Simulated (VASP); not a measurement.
A run of VASP 6.6.1 is set up as follows.

The input INCAR:

```
ALGO = Fast
EDIFF = 1E-7
EDIFFG = -0.01
ENCUT = 600
GGA = CA
IBRION = 2
ISIF = 3
ISMEAR = -1
ISPIN = 2
LASPH = True
LCHARG = False
LMAXMIX = 4
LORBIT = 11
LREAL = False
LWAVE = False
MAGMOM = 1 0
NELM = 100
NSW = 60
PREC = Accurate
SIGMA = 0.05
```

KPOINTS

```
k-points
0
Gamma
  8 8 8
```

Contents of POSCAR:

```
AlNi
1.0
    2.8810000000      0.0000000000      0.0000000000
    0.0000000000      2.8810000000      0.0000000000
    0.0000000000      0.0000000000      2.8810000000
Ni Al
1 1
Direct
    0.5000000000      0.5000000000      0.5000000000
    0.0000000000      0.0000000000      0.0000000000
```

Potentials or basis: VASP PAW LDA potentials, release 64 (Ni, Al).

Command:

```console
$ cat potpaw_LDA.64/Ni/POTCAR potpaw_LDA.64/Al/POTCAR > POTCAR
$ mpirun -np 1 vasp_std > vasp.out
```

Task: Estimate the space group after relaxing (to 0.05 Å).

Result: Pm-3m (No. 221).

Task: What does it give for the band gap on the k mesh?

Result: None (metal or under the smearing width).

Task: Estimate the relaxed cell.

Result: a = 2.835 Å, b = 2.835 Å, c = 2.835 Å, α = 90.00°, β = 90.00°, γ = 90.00°.

Step by step:
| step | energy change (eV) | largest force (eV/Å) | pressure (GPa) | volume (Å³) |
| --- | --- | --- | --- | --- |
| 1 | 0.0000 | 0.0000 | -8.07 | 23.91 |
| 2 | -0.0082 | 0.0000 | 8.04 | 21.89 |
| 3 | -0.0300 | 0.0000 | -0.02 | 22.79 |

LDA usually gives volumes a few per cent too small. Zero-point motion and thermal expansion aren't in these numbers.
